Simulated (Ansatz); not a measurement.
MnS:

```
Mn S
1.0
     0.00000    2.60450    2.60450
     2.60450    0.00000    2.60450
     2.60450    2.60450    0.00000
Mn S
1 1
Direct
  0.00000 0.00000 0.00000
  0.50000 0.50000 0.50000
```

Base run:

```yaml
Program: Ansatz 0.2.0
Functional: BLYP
Potentials_or_basis: Ansatz PAW
Cutoff: "420 eV (not typed: the program's choice for these potentials)"
k_mesh: 9 × 9 × 9
Occupations: fermi-dirac, width 0.05 eV
Spin: collinear spin, ferromagnetic start
Starting_moments: "[4.0, 0.0] μB"
```

Its results: band gap on the k mesh none (metal or under the smearing width); pressure 1.4 GPa; net moment 4.64 μB per cell; site moments Mn +4.15; S +0.17 μB.

Q: The run is repeated on the same cell with these changes: functional from BLYP to r2SCAN0; cutoff from 420 eV (not typed: the program's choice for these potentials) to 500 eV (not typed: the program's choice for these potentials); k mesh from 9 × 9 × 9 to 5 × 5 × 5. What comes out?

A: Band gap on the k mesh 2.46 eV, indirect (least direct gap 4.90 eV); pressure 2.1 GPa; net moment 5.00 μB per cell; site moments Mn +4.55; S +0.15 μB.

Several settings changed at once, so the effect can't be laid on one alone.

Caveats: a cell with one magnetic atom can't hold antiferromagnetic order, which such compounds often take; the PAW data sets come from PBE, with cores solved anew for the run's functional, which leaves a small shift of forces and pressure; semilocal functionals often make such compounds metallic where correlation or magnetic order opens a gap, which also shifts bond lengths (some runs); the magnetic or orbital state may not be the lowest (some runs); the k mesh misses the band edges, so the gap on the mesh is wider than the one along the path (some runs); the thresholds are loose for stress (some runs).
